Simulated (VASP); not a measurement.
A run of VASP 6.6.1 is set up as follows.

The input INCAR:

```
  PREC = Accurate
  ENCUT = 600
  EDIFF = 1E-7
  ISMEAR = 0
  SIGMA = 0.03
  LREAL = False
  LASPH = True
  NELM = 80
  ALGO = Normal
  ISIF = 3
  LWAVE = False
  LCHARG = False
  METAGGA = R2SCAN
  LMIXTAU = True
  IBRION = 2
  NSW = 90
  EDIFFG = -0.005
  PSTRESS = 56.0
  KPAR = 2
```

Contents of KPOINTS:

```
regular mesh
0
Gamma
  12 12 3
```

File POSCAR:

```
MoS2                                    
1.0
    3.1402501956      0.0000000000     -0.0000000000
   -1.5701250978      2.7195364436     -0.0000000000
   -0.0000000000      0.0000000000     11.8660748139
  Mo              S             
     2     4
Direct
     0.3333333332999970    0.6666666667000030    0.2500000000000000
     0.6666666667000030    0.3333333332999970    0.7500000000000000
     0.3333333332999970    0.6666666667000030    0.6189006531659966
     0.6666666667000030    0.3333333332999970    0.1189006531659967
     0.3333333332999970    0.6666666667000030    0.8810993468340034
     0.6666666667000030    0.3333333332999970    0.3810993468340032
```

Potentials or basis: VASP PAW PBE potentials, release 64 (Mo_sv, S).

Command:

```sh
$ cat potpaw_PBE.64/Mo_sv/POTCAR potpaw_PBE.64/S/POTCAR > POTCAR
$ mpirun -np 2 vasp_std > vasp.out
```

Question: What does it give for the space group after relaxing (to 0.05 Å)?

Answer: P6_3/mmc (No. 194).

Question: Estimate the band gap on the k mesh.

Answer: 0.80 eV, indirect (least direct gap 1.82 eV).

Question: What does it give for the relaxed cell?

Answer: a = 3.141 Å, b = 3.141 Å, c = 11.864 Å, α = 90.00°, β = 90.00°, γ = 120.00°.

Final structure:
```xyz
6
Lattice="3.1412 0.0000 0.0000 -1.5706 2.7204 0.0000 0.0000 0.0000 11.8642" Properties=species:S:1:pos:R:3 pbc="T T T"
Mo    0.0000    1.8136    2.9660
Mo    1.5706    0.9068    8.8981
S     0.0000    1.8136    7.3430
S     1.5706    0.9068    1.4109
S     0.0000    1.8136   10.4532
S     1.5706    0.9068    4.5211
```

Caveat: the cell is relaxed towards a set pressure, so the enthalpy falls and the energy may rise; an odd mesh through Γ misses points on the zone boundary, where band edges often lie.
